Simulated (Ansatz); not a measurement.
# HfC (Fm-3m) in Ansatz: further runs, part 2 of 2

Ansatz 0.2.0. The steps go on from the part before.

### 3 Electron localisation function, PBE (volume scaled by 1.04)

Input file input.yaml:

```yaml
crystal:
  lattice: { a: 4.71119123, b: 4.71119123, c: 4.71119123, alpha: 90.0, beta: 90.0, gamma: 90.0 }
  space_group: 225
  setting: { hermann_mauguin: Fm-3m }
  reduce_to_primitive: true
  atoms:
    - { symbol: Hf, position: [0.5, 0.0, 0.0] }
    - { symbol: C, position: [0.0, 0.0, 0.0] }
kpoints:
  mp_grid: { grid: [10, 10, 10] }
scf:
  occupations: { method: fermi_dirac, width: 0.15 }
hamiltonian:
  xc: pbe
  pseudopotentials: { kind: all_electron, datasets: crystal }
output:
  forces: true
  stress: true
  eigenvalues: true
  elf: true
  volumetric_format: npy
```

Potentials or basis: all-electron PAW datasets made for the crystal.

The run is started by

```console
ansatz run input.yaml --threads 1 --pin off --max-ram 2560MiB --backend cpu --events-out ev --progress --plain --runs-dir out
```

Standard output:

```text
Warning: RAYON_NUM_THREADS=1 ignored (pool sized by the plan → 1); use --threads N
crystal.space_group: 225 is read as Fm-3m: the typed cell holds Hf4C4 (Hf 4b, C 4a). Least distances (Å): Hf–Hf 3.331, Hf–C 2.356, C–C 3.331
crystal.space_group generates its sites in this order, which a site index counts, at these fractional coordinates of the primitive cell where crystal.reduce_to_primitive is true, and else of the cell that is read (crystal.supercell repeats the list replica by replica, and crystal.defects acts on that): 0: Hf [0.500000, 0.500000, 0.500000]; 1: C [0.000000, 0.000000, 0.000000];
hamiltonian.pseudopotentials.datasets: crystal makes datasets for this crystal and solves the spheres of its atoms anew in each pass: cutoff 400.0 eV, the density's 1600.0 eV; for an error of 0.50 meV an atom under PBE, 1.0 meV for the cell; an energy difference from a run of another recipe may be off by several times the error for the cell, under r2SCAN by more, where some 0.1 meV an atom stays at smaller errors; C in spheres of 0.979 Å, 4 of its electrons in bands; Hf in spheres of 1.376 Å, 26 of its electrons in bands
Engine: ansatz 0.2.0, aarch64-unknown-linux-gnu
Pseudopotentials: kind: all_electron
Pseudopotential: Hf, paw, valence charge 26, recommended cutoff 400 eV (normal), crystal/all_electron/pbe/scalar/gaussian/Hf, Koelling and Harmon's equation, gaussian nucleus
Pseudopotential: C, paw, valence charge 4, recommended cutoff 400 eV (normal), crystal/all_electron/pbe/scalar/gaussian/C, Koelling and Harmon's equation, gaussian nucleus
Functional definition: PBE
  parameter kappa = 0.804
  parameter beta = 0.06672455060314922
  exchange = pbe_x(kappa = kappa, mu = beta*pi^2/3)
  correlation = pbe_c(beta = beta)
Crystal: 2 atoms, lattice volume = 26.142 Å³
Basis set: ecut = 400 eV, 531 PW (Γ), exchange–correlation on 48×48×48 points (8 copies of the dense FFT grid, shifted against one another)
Bands: 19, of which v1, the nominal top of the filled ones, is band 15 counted from 1 (14 counted from 0)
Symmetry: 48 space group operations
Space group: Fm-3m (ITA 225), of the structure as read, at distance tolerance 3.0e-5 Å
k-points: 47 of 1000
Non-local potential: Hf, projectors of the file, l = 0: 2, l = 1: 2, l = 2: 1, l = 3: 2
Non-local potential: C, projectors of the file, l = 0: 1, l = 1: 1
PAW form: soft (Blöchl's): semilocal exchange-correlation on the pseudo side does not see the compensation charge
PAW one-centre angular grid: Hf, 590 points (default); XC on its mesh's 1825 points in the sphere
PAW one-centre angular grid: C, 110 points (default); XC on its mesh's 1963 points in the sphere
Initial density: superposition of atomic densities (neutral atoms: chi_scale 0, normalization atom)
Initial wavefunctions: pseudopotential atomic-orbital guess
Functional: x = pbe(κ = 0.804, μ = 0.2195149727645171), c = pbe(β = 0.06672455060314922)
iter 1 solved again at ethr=3.03e-2 eV; its pass at ethr=1.00e-1 eV (dr2=9.10e0 eV) is discarded
SCF iter   1: F=—  HF=-411290.845912 eV  |F-HF|=—  |Δ(HF+E_count)|=         —  Δρ=1.47e-1  dr2=8.56e0  ethr=3.03e-2  ⟨swp⟩=2.0  Hψ=4153  notcnv=0
preconditioner: auto → Kerker (q_TF=auto, 2.792 Å⁻¹)  [metal: Δε(μ)=0.201 eV  Ē_g=17.581 eV  σ=0.150 eV  W_gap=0.32  n_scr=14 (ndim 8)  ℏωp=38.4 eV  f_vac=0.000  D(μ)=0.09/eV (n_scr^D=0)]
SCF iter   2: F=—  HF=-411289.168889 eV  |F-HF|=—  |Δ(HF+E_count)|=    1.68e0  Δρ=5.11e-2  dr2=1.07e0  ethr=2.85e-2  ⟨swp⟩=3.0  Hψ=1984  notcnv=0  defer=1
iter 3 solved again at ethr=2.36e-4 eV; its pass at ethr=3.56e-3 eV (dr2=7.08e-2 eV) is discarded
SCF iter   3: F=—  HF=-411288.908824 eV  |F-HF|=—  |Δ(HF+E_count)|=   2.60e-1  Δρ=2.01e-2  dr2=7.01e-2  ethr=2.36e-4  ⟨swp⟩=2.0  Hψ=3912  notcnv=0
SCF iter   4: F=—  HF=-411288.919383 eV  |F-HF|=—  |Δ(HF+E_count)|=   1.06e-2  Δρ=1.06e-2  dr2=1.42e-2  ethr=2.34e-4  ⟨swp⟩=3.0  Hψ=1950  notcnv=0
SCF iter   5: F=—  HF=-411288.928547 eV  |F-HF|=—  |Δ(HF+E_count)|=   9.16e-3  Δρ=2.46e-3  dr2=8.40e-4  ethr=4.72e-5  ⟨swp⟩=3.0  Hψ=1752  notcnv=0
SCF iter   6: F=—  HF=-411288.927000 eV  |F-HF|=—  |Δ(HF+E_count)|=   1.55e-3  Δρ=8.52e-4  dr2=1.56e-4  ethr=2.80e-6  ⟨swp⟩=3.0  Hψ=2267  notcnv=0
SCF iter   7: F=—  HF=-411288.928386 eV  |F-HF|=—  |Δ(HF+E_count)|=   1.39e-3  Δρ=2.70e-4  dr2=1.73e-5  ethr=5.19e-7  ⟨swp⟩=3.0  Hψ=2541  notcnv=0
SCF iter   8: F=—  HF=-411288.928331 eV  |F-HF|=—  |Δ(HF+E_count)|=   5.50e-5  Δρ=1.20e-4  dr2=4.06e-6  ethr=5.75e-8  ⟨swp⟩=2.6  Hψ=1891  notcnv=0
SCF iter   9: F=—  HF=-411288.928330 eV  |F-HF|=—  |Δ(HF+E_count)|=   2.74e-7  Δρ=2.32e-5  dr2=1.07e-7  ethr=1.35e-8  ⟨swp⟩=3.0  Hψ=1804  notcnv=0
SCF iter  10: F=-411288.928330 eV  HF=-411288.928330 eV  |F-HF|=4.66e-10  |Δ(HF+E_count)|=   2.71e-8  Δρ=4.84e-6  dr2=5.80e-9  ethr=3.58e-10  ⟨swp⟩=2.6  Hψ=1665  notcnv=0  defer=1
SCF 1 converged in 10 iterations: F = -411288.928331 eV  dr2 = 5.80e-9
  Residual-converged pass: ⟨swp⟩=2.9  Hψ=1674  notcnv=0  max |occ|·‖R‖ = 5.2e-6 eV (tolerance 5.3e-6 eV)  dr2=5.87e-9  dr2_onsite=4.38e-9  max |Δocc| = 9.9e-10
SCF converged after 10 iterations
Free energy (F): -411288.928331 eV
Harris-Foulkes:  -411288.928331 eV  (|F-HF|=4.66e-10)
Internal energy: -411288.904029 eV  (E = F + TS)
E sigma→0 (E₀):  -411288.916180 eV
Entropy (-TS):   -0.024302 eV (-12.151 meV/atom)
Past the cutoff: the bands carry plane waves up to 1.75 times it, of which those up to 1.5 times it add -0.000401 eV an atom, each by itself; the spheres take 0.000242 eV an atom off the energy for waves past 1.75 times it
By the cutoff:   a pressure is off by up to 0.008 GPa (1.2 times the spheres' own share and the shells' term, over an atom's volume, and 0.004 GPa: a bound that held against runs at twice the plane waves)
Past the cutoffs: a stress includes 0.0016 GPa for waves and charges beyond them, in addition to the slope of what the spheres take
In the spheres:  the bands' charges fall short by 1.0e-6 e at most (sound up to 1e-3)
Fermi energy:    19.629967 eV
--- Per-component energies (eV) ---
  E_band       = 93.609989
  E_kinetic    = 310.339573
  E_local      = -3938.132748  (includes V_loc(G=0)·N_el)
  E_nonlocal   = -2189.938571
  E_hartree    = 2041.261592
  E_xc         = -125.015228
  E_vxc        = -162.865103  (∫ρ·V_xc dr)
  E_paw        = -419004.495263  (= ΣΔE_a)
  E_vpaw       = -14820.465960  (= ΣTr[D̂ρ^β])
  E_ewald      = -5195.076360
  E_smearing   = -0.024302  (= −TS)
  E_closure    = 16812.152976  (closes the sum)
  Σ components = -411288.928331   (vs F -411288.928331, Δ=0.00e0)
  The terms above E_closure are by the made datasets' own strengths, without shells solved beside the bands.
--- Forces (eV/Å), atoms counted from 1 ---
  atom   1  Hf    -0.00000000     0.00000000     0.00000000
  atom   2  C      0.00000000     0.00000000     0.00000000
  max |Σ_I F_I| component: 1.51e-29 eV/Å
--- Stress (GPa, compression-positive) ---
       -8.217203       0.000000       0.000000
        0.000000      -8.217203      -0.000000
        0.000000       0.000000      -8.217203
  P = ⅓ Tr σ = -8.2172 GPa (-82.172 kbar)
--- Band table (eV; the first three rows and the last of 47) ---
  k-point 0: bands = ["-41.6674", "-10.1261", "-10.1261", "-10.1261", "7.4917", "8.3575", "8.3695", "8.3695", "8.3695", "8.4373", "8.4373", "8.4373", "20.6401", "20.6401", "20.6401", "20.9762", "20.9762", "20.9762", "22.8698"]
  k-point 1: bands = ["-41.6643", "-10.1849", "-10.1319", "-10.1319", "7.7143", "8.3607", "8.3745", "8.3745", "8.3801", "8.4326", "8.4326", "8.4375", "19.2878", "19.6722", "19.6722", "21.3715", "21.3715", "21.7272", "23.9301"]
  k-point 2: bands = ["-41.6560", "-10.3355", "-10.1472", "-10.1472", "8.1904", "8.3697", "8.3876", "8.3876", "8.4210", "8.4210", "8.4381", "8.5602", "17.5395", "18.4665", "18.4665", "22.0798", "22.0798", "22.2397", "25.8268"]
  k-point 46: bands = ["-41.6233", "-10.5328", "-10.4366", "-10.3366", "8.3672", "8.3890", "8.3915", "8.3920", "8.4079", "8.4169", "8.4171", "10.0189", "16.8895", "16.9484", "17.0356", "22.2053", "24.1055", "26.0416", "26.2031"]
  guard bands above this table: 0 of the run's 19 bands, where the rule asks 2: the bands that hold charge and the lowest empty level above them stay in the table. A level can be missing at the table's top as with no guard band: raise scf.n_extra_bands
```

Wall time 8.8 s (1 thread of Arm Neoverse V1, shared host); peak memory 0.45 GiB.

Results:

```yaml
Free_energy: -411288.9283 eV
Pressure: -8.2 GPa
Band_gap_on_the_k_mesh: none (metal or under the smearing width)
```

### 4 Relaxation of cell and atoms, LDA, collinear spin, random start (volume scaled by 0.88)

Input file input.yaml:

```yaml
crystal:
  lattice:
    - [0.0, 2.2280102335, 2.2280102335]
    - [2.2280102335, 0.0, 2.2280102335]
    - [2.2280102335, 2.2280102335, 0.0]
  atoms:
    - { symbol: Hf, position_ang: [2.2280102335, 2.2280102335, 2.2280102335], spin: 0.06 }
    - { symbol: C, position_ang: [0.0, 0.0, 0.0] }
kpoints:
  mp_grid: { grid: [10, 10, 10] }
scf:
  occupations: { method: gaussian, width: 0.025 }
hamiltonian:
  xc: lda
  pseudopotentials:
    kind: all_electron
    lapw: { basis_error: 0.001 }
    relativity: none
magnetization:
  spin_polarized: true
output:
  forces: true
  stress: true
relax:
  f_tol: 0.005
  max_steps: 60
  cell: {}
```

Potentials or basis: all-electron LAPW, non-relativistic.

The run is started by

```console
ansatz run input.yaml --threads 1 --pin off --max-ram 2560MiB --backend cpu --events-out ev --progress --plain --runs-dir out
```

Run time: 2.2 min. Hardware: 1 thread of Arm Neoverse V1, shared host; peak memory 0.45 GiB.

The run converged. Its results:

```yaml
Free_energy: -390636.8393 eV
Relaxed_volume: 12.56 Å³/atom
Relaxed_cell: a = 3.287 Å, b = 3.287 Å, c = 3.287 Å, α = 60.00°, β = 60.00°, γ = 60.00°
Space_group_after_relaxing_to_0.05_Å: Fm-3m (No. 225)
Energy_gained_by_relaxing: 169.3 meV/atom
Ionic_steps: 5
Pressure_after_relaxing: 0.0 GPa
Net_moment: 0.00 μB per cell
Absolute_moment: 0.00 μB per cell
```

Step by step:
| step | energy change (eV) | largest force (eV/Å) | volume (Å³) |
| --- | --- | --- | --- |
| 1 | 0.0000 | 0.0000 | 22.12 |
| 2 | -0.3338 | 0.0000 | 25.52 |
| 3 | -0.3385 | 0.0000 | 25.18 |
| 4 | -0.3387 | 0.0000 | 25.11 |
| 5 | -0.3387 | 0.0000 | 25.11 |

Final structure:
```yaml
crystal:
  lattice:
    - [0.00000, 2.32433, 2.32433]
    - [2.32433, 0.00000, 2.32433]
    - [2.32433, 2.32433, 0.00000]
  atoms:
    - { symbol: Hf, position: [0.50000, 0.50000, 0.50000] }
    - { symbol: C, position: [0.00000, 0.00000, 0.00000] }
```

Caveat: relativity is left out, which matters for the heavier elements; the starting moments weren't kept. Spin-orbit coupling is left out, which matters for the levels of Hf.

### 5 Summary

```tsv
task	level	potentials or basis	spin	fixed moment (μB)	cell	cutoff (eV)	smearing	basis error allowed	pressure (GPa)
single point	Slater exchange only	all-electron LAPW, scalar-relativistic	collinear, ferromagnetic start	1.0	atoms moved at random, drawn with an rms of 0.15 Å	335	fermi-dirac 0.1 eV	0.001 eV/atom	4.7
electron localisation function	PBE	all-electron PAW datasets made for the crystal	off	-	volume scaled by 1.04	400	fermi-dirac 0.15 eV	-	-8.2
relaxation of cell and atoms	LDA	all-electron LAPW, non-relativistic	collinear, random start	-	relaxed from: volume scaled by 0.88	-	gaussian 0.025 eV	0.001 eV/atom	0.0
```

Alike in all rows: k mesh 10 × 10 × 10.

Caveats: the total moment is fixed, so each spin has its own Fermi level (some runs); relativity is left out, which matters for the heavier elements (some runs); the starting moments weren't kept (some runs).

Compare energies only between runs with the same functional and basis.
